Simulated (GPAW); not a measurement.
**Al2O3: band structure with LDA**

Crystal: Al2O3.

```
Al O
1.0
     4.61378    0.00000    0.00000
     0.00000    9.56328    0.00000
     0.00000    0.00000    3.11986
Al O
4 6
Direct
  0.98298 0.82457 0.00000
  0.01702 0.17543 0.00000
  0.48297 0.67543 0.50000
  0.51702 0.32457 0.50000
  0.50000 0.50000 0.50000
  0.12363 0.75305 0.50000
  0.37637 0.25305 0.00000
  0.62364 0.74695 0.00000
  0.00000 0.00000 0.00000
  0.87636 0.24695 0.50000
```

Measurements of this composition are mostly on another form, of space group No. 167.

```
Program             : GPAW 26.7.0
Task                : band structure
Functional          : LDA
Potentials or basis : the program's PAW data sets (release 1.2.1) made for this functional
Cutoff              : 800 eV
Basis               : pw
k mesh              : 5 × 3 × 7
Occupations         : fermi-dirac, width 0.05 eV
Spin                : no spin polarisation
Maxiter             : 150
Band path           : GXSYGZURTZ,YT,UX,SR
Band points         : 60
```

| Quantity | Value |
| --- | --- |
| Pressure | -4.7 GPa |
| Largest force | 0.174 eV/Å |
| Band gap on the k mesh | 3.40 eV, direct |
| Band gap along the path | 3.40 eV, direct |

Forces in eV/Å, atoms in the order of the input:
```
Al  -0.062 -0.112  0.000
Al   0.062  0.112  0.000
Al  -0.062  0.112  0.000
Al   0.062 -0.112  0.000
O    0.000  0.000  0.000
O    0.173 -0.017  0.000
O   -0.173 -0.017  0.000
O    0.173  0.017  0.000
O    0.000  0.000  0.000
O   -0.173  0.017  0.000
```

Stress tensor (GPa, compression positive):
```
-3.26  0.00  0.00
 0.00 -2.58  0.00
 0.00  0.00 -8.29
```

Levels at the corners of the path, in eV from the valence-band top:
```tsv
point	band 22	band 23	band 24	band 25	band 26	band 27
Γ	-0.50	-0.06	0.00	3.40	4.98	5.92
X	-1.08	-0.72	-0.72	7.52	7.52	7.82
S	-1.23	-0.55	-0.55	6.69	6.69	7.86
Y	-0.88	-0.02	-0.02	5.87	5.87	6.38
Γ	-0.50	-0.06	0.00	3.40	4.98	5.92
Z	-0.72	-0.03	-0.03	4.07	4.07	6.32
U	-1.15	-0.61	-0.61	7.44	7.44	7.85
R	-1.05	-0.73	-0.73	6.89	6.89	7.89
T	-0.80	-0.02	-0.02	5.86	5.86	6.31
Z	-0.72	-0.03	-0.03	4.07	4.07	6.32
Y	-0.88	-0.02	-0.02	5.87	5.87	6.38
T	-0.80	-0.02	-0.02	5.86	5.86	6.31
U	-1.15	-0.61	-0.61	7.44	7.44	7.85
X	-1.08	-0.72	-0.72	7.52	7.52	7.82
S	-1.23	-0.55	-0.55	6.69	6.69	7.86
R	-1.05	-0.73	-0.73	6.89	6.89	7.89
```

Wall time 6.4 min on 1 thread of Arm Neoverse V2, with other jobs on the host, peak memory 1.1 GiB.
